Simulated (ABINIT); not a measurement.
## A GW chain in ABINIT: NaH (Fm-3m)

Aim: the G0W0 gap of NaH (Fm-3m) on PBE, step by step.

Program: ABINIT 10.8.3. Level of theory: PBE and many-body steps on it, plane waves. Results are calculated unless marked as measured.

**1. The structure**

Symmetry: Fm-3m, No. 225, cubic system. The conventional cell has a = 4.773 Å, b = 4.773 Å, c = 4.773 Å, α = 90.00°, β = 90.00°, γ = 90.00°. Nearest to Na lie 6 H at 2.39 Å. H has 6 Na at 2.39 Å nearest. Farther neighbours are not listed.

As a file:

```cif
data_structure
_symmetry_space_group_name_H-M 'Fm-3m'
_symmetry_Int_Tables_number 225
_cell_length_a 4.7728
_cell_length_b 4.7728
_cell_length_c 4.7728
_cell_angle_alpha 90.000
_cell_angle_beta 90.000
_cell_angle_gamma 90.000
_cell_volume 108.73
loop_
_atom_site_label
_atom_site_type_symbol
_atom_site_symmetry_multiplicity
_atom_site_Wyckoff_symbol
_atom_site_fract_x
_atom_site_fract_y
_atom_site_fract_z
_atom_site_occupancy
Na1 Na 4 a 0.00000 0.00000 0.00000 1
H1 H 4 b 0.50000 0.00000 0.00000 1
```

The cell and positions are those that the Materials Project relaxed with its own functionals (PBE, PBE+U or r2SCAN), kept fixed.

**2. Ground state**

This step: ABINIT 10.8.3; DFT, PBE, plane waves, norm-conserving pseudopotentials.

The ground-state density comes first.

Contents of run.abi:

```
acell 3*1.0 Angstrom
rprim 
  -0.000000000000 2.386421665200 2.386421665200
  2.386421665200 -0.000000000000 2.386421665200
  2.386421665200 2.386421665200 -0.000000000000
ntypat 2
znucl 11 1
natom 2
typat 1 2
xred 
  0.000000000000 0.000000000000 0.000000000000
  0.500000000000 0.500000000000 0.500000000000
pp_dirpath "pseudos"
pseudos "Na.upf, H.upf"
ecut 38
ngkpt 8 8 8
nshiftk 1
shiftk 0 0 0
kptopt 1
chksymbreak 0
nband 10
occopt 1
tolvrs 1e-10
nstep 60
prtwf 0
optforces 0
optstress 0
indata_prefix "in"
outdata_prefix "out"
tmpdata_prefix "tmp"
```

Run with:

```
$ OMP_NUM_THREADS=1 mpirun -n 4 abinit run.abi > log
```

Numbers of over 12 decimals in the logs are rounded to 6 here.

Log:

```text
.Version 10.8.3 of ABINIT. v10.8.2 released Aug 2026.

 Symmetries : space group Fm -3 m (#225); Bravais cF (face-center cubic)
================================================================================
 Values of the parameters that define the memory need of the present run
     intxc =       0    ionmov =       0      iscf =       7    lmnmax =       4
     lnmax =       4     mgfft =      36  mpssoang =       2    mqgrid =    3001
     natom =       2  nloc_mem =       1    nspden =       1   nspinor =       1
    nsppol =       1      nsym =      48    n1xccc =       0    ntypat =       2
    occopt =       1   xclevel =       2
-    mband =          10        mffmem =           1         mkmem =           8
       mpw =        2068          nfft =       46656          nkpt =          29
================================================================================
  Rough estimation (10% accuracy) of disk space for files :
================================================================================

--------------------------------------------------------------------------------
------------- Echo of variables that govern the present computation ------------
--------------------------------------------------------------------------------
 -outvars: echo values of preprocessed input variables --------
            acell      1.8897261259E+00  1.8897261259E+00  1.8897261259E+00 Bohr

      chksymbreak           0
             ecut      3.80000000E+01 Hartree
-          fftalg         312

              ixc     -101130
              kpt      0.00000000E+00  0.00000000E+00  0.00000000E+00
                       1.25000000E-01  0.00000000E+00  0.00000000E+00
                       2.50000000E-01  0.00000000E+00  0.00000000E+00
                       3.75000000E-01  0.00000000E+00  0.00000000E+00
                       5.00000000E-01  0.00000000E+00  0.00000000E+00
                       1.25000000E-01  1.25000000E-01  0.00000000E+00
                       2.50000000E-01  1.25000000E-01  0.00000000E+00
                       3.75000000E-01  1.25000000E-01  0.00000000E+00
                       5.00000000E-01  1.25000000E-01  0.00000000E+00
   [... 18 further rows ...]
                      -3.75000000E-01  5.00000000E-01  1.25000000E-01
                      -2.50000000E-01  5.00000000E-01  2.50000000E-01
         kptrlatt        8    0    0      0    8    0      0    0    8
          kptrlen      5.10212431E+01
P           mkmem           8
            natom           2
            nband          10
            ngfft          36      36      36
             nkpt          29
            nstep          60
             nsym          48
           ntypat           2
              occ      2.000000  2.000000  2.000000  2.000000  2.000000  0.000000
                       0.000000  0.000000  0.000000  0.000000
        optforces           0
        optstress           0
            prtwf           0
            rprim     -0.0000000000E+00  2.3864216652E+00  2.3864216652E+00
[...]
spgroup         225

           tolvrs      1.00000000E-10

             xred      0.0000000000E+00  0.0000000000E+00  0.0000000000E+00
[...]
znucl       11.00000    1.00000

================================================================================

 chkinp: Checking input parameters for consistency.

================================================================================
== DATASET  1 ==================================================================
-   mpi_nproc: 4, omp_nthreads: 1 (-1 if OMP is not activated)

--- !DatasetInfo
iteration_state: {dtset: 1, }
dimensions: {natom: 2, nkpt: 29, mband: 10, nsppol: 1, nspinor: 1, nspden: 1, mpw: 2068, }
cutoff_energies: {ecut:  38.0, pawecutdg:  -1.0, }
electrons: {nelect:   1.00000000E+01, charge:   0.00000000E+00, occopt:   1.00000000E+00, tsmear:   1.00000000E-02, }

 Real(R)+Recip(G) space primitive vectors, cartesian coordinates (Bohr,Bohr^-1):
 R(1)=  0.0000000  4.5096834  4.5096834  G(1)= -0.1108725  0.1108725  0.1108725
 R(2)=  4.5096834  0.0000000  4.5096834  G(2)=  0.1108725 -0.1108725  0.1108725
 R(3)=  4.5096834  4.5096834  0.0000000  G(3)=  0.1108725  0.1108725 -0.1108725
 Unit cell volume ucvol=  1.8342906E+02 bohr^3
 Angles (23,13,12)=  6.00000000E+01  6.00000000E+01  6.00000000E+01 degrees

 getcut: wavevector=  0.0000  0.0000  0.0000  ngfft=  36  36  36
         ecut(hartree)=     38.000   => boxcut(ratio)=   2.03416

--- Pseudopotential description ------------------------------------------------
- Na Generated using ONCVPSP code by D. R. Hamann
- 11.00000   9.00000  171031                  znucl, zion, pspdat
12 -101130 1 -1 1992                          pspcod,pspxc,lmax,lloc,mmax
     nproj     2     2
  pspatm : epsatm=    9.36084378
         --- l  ekb(1:nproj) -->
[...]
pspatm: atomic psp has been read  and splines computed

- H Generated using ONCVPSP code by D. R. Hamann
-  1.00000   1.00000  171031                  znucl, zion, pspdat
12 -101130 1 -1 1166                          pspcod,pspxc,lmax,lloc,mmax
     nproj     2     1
  pspatm : epsatm=    0.36186929
         --- l  ekb(1:nproj) -->
             0   -1.701123   -0.534484
             1   -0.503321
 pspatm: atomic psp has been read  and splines computed

   9.72271307E+01                                ecore*ucvol(ha*bohr**3)
--------------------------------------------------------------------------------

_setup2: Arith. and geom. avg. npw (full set) are    2052.658    2052.646

================================================================================

--- !BeginCycle
iteration_state: {dtset: 1, }
solver: {iscf: 7, nstep: 60, nline: 4, wfoptalg: 0, }
tolerances: {tolvrs: 1.00E-10, }

     iter   Etot(hartree)      deltaE(h)  residm     vres2
 ETOT  1  -46.291529577558    -4.629E+01 3.350E-02 7.365E+01
 ETOT  2  -46.311239076896    -1.971E-02 1.175E-03 1.482E+00
 ETOT  3  -46.311321910659    -8.283E-05 1.099E-04 2.517E-02
 ETOT  4  -46.311322770403    -8.597E-07 4.265E-05 5.223E-03
 ETOT  5  -46.311323866147    -1.096E-06 4.441E-06 9.458E-05
 ETOT  6  -46.311323869174    -3.027E-09 6.525E-06 1.708E-06
 ETOT  7  -46.311323869365    -1.903E-10 3.206E-07 1.550E-08
 ETOT  8  -46.311323869363     2.039E-12 8.950E-07 4.010E-10
 ETOT  9  -46.311323869365    -2.743E-12 4.204E-08 1.143E-12

 At SCF step    9       vres2   =  1.14E-12 < tolvrs=  1.00E-10 =>converged.

--- !ResultsGS
iteration_state: {dtset: 1, }
comment   : Summary of ground state results
lattice_vectors:
- [ -0.0000000,   4.5096834,   4.5096834, ]
- [  4.5096834,  -0.0000000,   4.5096834, ]
- [  4.5096834,   4.5096834,  -0.0000000, ]
lattice_lengths: [   6.37766,    6.37766,    6.37766, ]
lattice_angles: [ 60.000,  60.000,  60.000, ] # degrees, (23, 13, 12)
lattice_volume:   1.8342906E+02
convergence: {deltae: -2.743E-12, res2:  1.143E-12, residm:  4.204E-08, diffor:  0.000E+00, }
etotal    :  -4.63113239E+01
entropy   :   0.00000000E+00
fermie    :  -1.85221226E-02
cartesian_stress_tensor: null
pressure_GPa: null
xred      :
- [  0.0000E+00,   0.0000E+00,   0.0000E+00, Na]
- [  5.0000E-01,   5.0000E-01,   5.0000E-01,  H]
cartesian_forces: null
force_length_stats: {min: null, max: null, mean: null, }

 Integrated electronic density in atomic spheres:
 ------------------------------------------------
 Atom  Sphere_radius  Integrated_density
    1        2.00000          7.95583987
    2        2.00000          1.20983588
================================================================================

 ----iterations are completed or convergence reached----

 Mean square residual over all n,k,spin=   24.582E-11; max=  42.037E-09
 reduced coordinates (array xred) for    2 atoms
       0.000000000000      0.000000000000      0.000000000000
       0.500000000000      0.500000000000      0.500000000000
 rms dE/dt=  0.0000E+00; max dE/dt=  0.0000E+00; dE/dt below (all hartree)
    1       0.000000000000      0.000000000000      0.000000000000
    2       0.000000000000      0.000000000000      0.000000000000

 cartesian coordinates (angstrom) at end:
    1      0.000000     0.000000     0.000000
    2      2.386422     2.386422     2.386422
 length scales=  1.889726125908  1.889726125908  1.889726125908 bohr
              =  1.000000000000  1.000000000000  1.000000000000 angstroms
 prteigrs : about to open file out_EIG
 Fermi (or HOMO) energy (hartree) =  -0.01852   Average Vxc (hartree)=  -0.28806
 Eigenvalues (hartree) for nkpt=  29  k points:
 kpt#   1, nband= 10, wtk=  0.00195, kpt=  0.0000  0.0000  0.0000 (reduced coord)
  -1.86278   -0.82977   -0.82977   -0.82977   -0.15514    0.37653    0.56757    0.56757
   0.56757    0.59999
 prteigrs : prtvol=0 or 1, do not print more k-points.

--- !EnergyTerms
iteration_state     : {dtset: 1, }
comment             : Components of total free energy in Hartree
kinetic             :  2.84203933901284E+01
hartree             :  1.82320670895163E+01
xc                  : -7.24742259390474E+00
Ewald energy        : -2.19291383513425E+01
psp_core            :  5.30053031163804E-01
local_psp           : -4.93951463479214E+01
non_local_psp       : -1.49221300870052E+01
total_energy        : -4.63113238693654E+01
total_energy_eV     : -1.26019532137202E+03
band_energy         : -8.83408900431498E+00

== END DATASET(S) ==============================================================
================================================================================

 -outvars: echo values of variables after computation  --------
           etotal     -4.6311323869E+01
            nband          10
             nkpt          29
          spgroup         225
 [... the other variables as echoed above ...]

 Calculation completed.
```

Wall time 5.8 s (4 MPI ranks of Arm Neoverse V1, shared host); peak memory 0.28 GiB.

Numbers from this step:

| Quantity | Value |
| --- | --- |
| total energy | -1260.1953 eV |
| gap | 3.829 eV |
| k of the valence top | -0.25, 0.5, 0.25 |
| k of the conduction bottom | 0.5, 0, 0 |
| least direct gap | 4.708 eV |

The gap is indirect, with the least direct gap 0.88 eV higher.

[end of part 1 of 3]

[Paths, hosts, dates, memory and timing lines, banners, echoed tables and standing remarks are left out of the program output.]

[Logs are printed without paths, hosts, clocks, repeated set-up lines and the standing remarks that a program may print on its own settings, such as how far it seeks lower states.]

[Runs of the session that timed out or met a known fault of the program may be left out.]

[Hosts, paths, dates, database ids (printed as entryN), source tags and the programs' standing remarks are cut or masked in the printed files.]

[G0W0 gaps are taken among the corrected bands and points alone; a level outside them can change the order at an edge.]

[Where Ansatz stands beside ABINIT at settings called matched, ABINIT's density can come from a denser mesh and the files from another edition; pairs whose starting gaps differed by over 0.03 eV were left out, so agreement reads better than it is.]
